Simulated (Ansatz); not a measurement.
CdS built on the NiAs prototype, relaxed with r2SCAN in Ansatz: it is hexagonal, P6_3/mmc (No. 194); conventional cell a = 3.841 Å, c = 6.445 Å, 20.59 Å³ an atom. Cd is surrounded by 6 S at 2.74 Å; S is surrounded by 6 Cd at 2.74 Å. The primitive cell holds 4 atoms in 82.35 Å³. Spin-unpolarised throughout. Whether this structure exists isn't addressed.

Computed values: PBE gives a gap of 0.64 eV and PBE0 (25 % exact exchange) 2.28 eV; one over PBE's mean ε∞ is 0.105. HSE06 (6×6×4) gives a least gap of 1.64 eV, direct.

Q: What is the density?

A: The cell holds 2 Cd, 2 S: M = 2×112.414 + 2×32.060 = 288.95 u in V = 82.35 Å³. ρ = 1.66054 × M/V = 1.66054 × 288.95/82.35 = 5.827 g/cm³, for the static r2SCAN lattice.

Q: Taking the gap as linear in the share of unscreened exchange, estimate the gap of the hybrid whose share is 1/ε∞.

A: The slope is (2.28 − 0.64)/0.25 = 6.56 eV per unit share, so E_g ≈ 0.64 + 6.56 × 0.105 = 1.33 eV. The run with that share gives 1.30 eV (6×6×4 mesh), -0.03 eV from the straight line.

Q: At what wavelength does absorption set in by HSE06, excitons left aside?

A: λ = 1239.84 eV nm/E: 756 nm for the least gap.

The runs are scalar-relativistic, without spin-orbit coupling.

The meshes of the hybrids are coarse, so their gaps aren't converged to the digits shown.
